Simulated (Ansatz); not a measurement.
```
CELL_PARAMETERS angstrom
      3.66315     0.00000     0.00000
      1.83157     3.17238     0.00000
      0.00000     0.00000     5.56613
ATOMIC_POSITIONS crystal
  In 0.66667 0.66667 0.00879
  In 0.33333 0.33333 0.50879
  N  0.66667 0.66667 0.61641
  N  0.33333 0.33333 0.11641
```

No spin polarisation.

All numbers come from r2SCAN, PAW, 500 eV (Ansatz, a program for electronic structure; spin-orbit coupling left out). Γ-centred 11×11×6 mesh, Fermi–Dirac width 0.05 eV.

Question: Predict the pressure and space group.

Answer: The pressure (mean of the normal stresses, compression positive) comes out as -5.0 GPa and the space group comes out as P6_3mc (No. 186).

The cells carry an imposed strain or load. No phonon test of stability was made. All final runs are without spin polarisation. The cell was made from InN in the wurtzite structure (space group P6_3mc, No. 186) by this change: biaxial strain +3.26 %, plane normal [001], relaxed out of plane.
